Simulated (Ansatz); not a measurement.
The system is Hf.

```
Hf
1.0
    -1.69500    1.65212    1.64091
     1.87648   -1.65155    1.82182
     1.94106    1.89761   -1.64034
Hf
1
Direct
  0.00000 0.00000 0.00000
```

This isn't the form of Hf at room conditions, which is hcp.

The cell isn't the ideal one: cell sheared at random, sigma 0.06, atoms nudged by 0.01 Å.

* Program: Ansatz 0.2.0
* Task: relaxation of cell and atoms
* Functional: r2SCAN
* Potentials or basis: Ansatz PAW
* Cutoff: 500 eV (not typed: the program's choice for these potentials)
* k mesh: 11 × 10 × 10
* Occupations: fermi-dirac, width 0.05 eV
* Spin: no spin polarisation

At the start: volume 23.30 Å³/atom.

**Question.** How do energy, volume and symmetry change on relaxing?

**Answer.** It ends after 11 steps and the volume is 22.44 Å³/atom (-3.7 %); space group I4/mmm (No. 139, to 0.05 Å).

Step by step:
```
step  energy change (eV)  largest force (eV/Å)  volume (Å³)
   1              0.0000                0.0000        23.30
   2             -0.0774                0.0000        22.20
   3             -0.1288                0.0000        21.81
   4             -0.1653                0.0000        21.87
   5             -0.1972                0.0000        22.10
   6             -0.2178                0.0000        22.66
   7             -0.2253                0.0000        22.39
   8             -0.2254                0.0000        22.44
   9             -0.2259                0.0000        22.44
  10             -0.2259                0.0000        22.44
  11             -0.2259                0.0000        22.44
```

Final structure:
```xyz
1
Lattice="-2.2154 1.5982 1.5915 2.2425 -1.6160 1.5684 2.2517 1.5616 -1.6097" Properties=species:S:1:pos:R:3 pbc="T T T"
Hf    0.0000    0.0000    0.0000
```

Caveat: the plane-wave basis is chosen anew once the cell has moved, so the energies of steps on either side of that aren't comparable; the PAW data sets come from PBE, with cores solved anew for the run's functional, which leaves a small shift of forces and pressure.
